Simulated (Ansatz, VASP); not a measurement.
## VH2: VASP beside Ansatz

INCAR

```
  PREC = Accurate
  ENCUT = 520
  EDIFF = 1E-7
  ISMEAR = -1
  SIGMA = 0.05
  LREAL = F
  LASPH = T
  NELM = 150
  ALGO = Fast
  ISIF = 2
  LWAVE = F
  LCHARG = F
  ISPIN = 2
  MAGMOM = 1.5 0 0
  LORBIT = 11
  LMAXMIX = 4
  GGA = CA
  NBANDS = 18
```

KPOINTS

```
Automatic mesh
0
Gamma
  11 11 11
```

The input POSCAR:

```
VH2
1.0
    0.0000000000      2.1355000000      2.1355000000
    2.1355000000      0.0000000000      2.1355000000
    2.1355000000      2.1355000000      0.0000000000
V H
1 2
Direct
   -0.1425000000      0.0475000000      0.0475000000
    0.3925000000      0.2025000000      0.2025000000
    0.7500000000      0.7500000000      0.7500000000
```

Input for Ansatz:

```yaml
crystal:
  lattice:
    - [0.0, 2.1355, 2.1355]
    - [2.1355, 0.0, 2.1355]
    - [2.1355, 2.1355, 0.0]
  atoms:
    - { symbol: V, position: [-0.1425, 0.0475, 0.0475], spin: 1.5 }
    - { symbol: H, position: [0.3925, 0.2025, 0.2025] }
    - { symbol: H, position: [0.75, 0.75, 0.75] }
magnetization:
  spin_polarized: true
kpoints:
  mp_grid: { grid: [11, 11, 11] }
scf:
  occupations: { method: fermi_dirac, width: 0.05 }
hamiltonian:
  xc: lda
  pseudopotentials: { kind: all_electron, lapw: { basis_error: 0.001 } }
output:
  forces: true
  stress: true
  eigenvalues: true
  populations: true
```

Change from the starting cell: shortest bond scaled by 0.62, LAPW.

Alike in both runs: task single point; functional LDA; k mesh 11 × 11 × 11; occupations fermi-dirac, width 0.05 eV; collinear spin.

|  | VASP | Ansatz |
| --- | --- | --- |
| version | VASP 6.6.1 | Ansatz 0.2.0 |
| potentials or method | VASP PAW LDA potentials, release 64 (V_sv, H) | all-electron LAPW, scalar-relativistic |
| plane-wave cutoff (eV) | 520 | see its input |

```tsv
	VASP	Ansatz	Ansatz less VASP
pressure (GPa)	32.5	31.2	-1.36
largest component of the traceless stress (GPa)	45.67	44.35	-1.313
rms of the force components (eV/Å)	8.561	8.345	-0.2156
net moment per atom (μB)	0.00	0.00	0.000
```

Atom by atom the forces differ by 0.216 eV/Å (rms over components). Ansatz ran all-electron here, so the differences hold the error of VASP's frozen core and of both bases. Ansatz warned: «seeded_moment_not_kept».

Caveats: so large a pressure means that the cell lies far from this level's equilibrium, or that cutoff or potentials fall short (VASP); forces of over 1 eV/Å show positions far from the minimum, so gaps and moduli don't describe the material at rest.
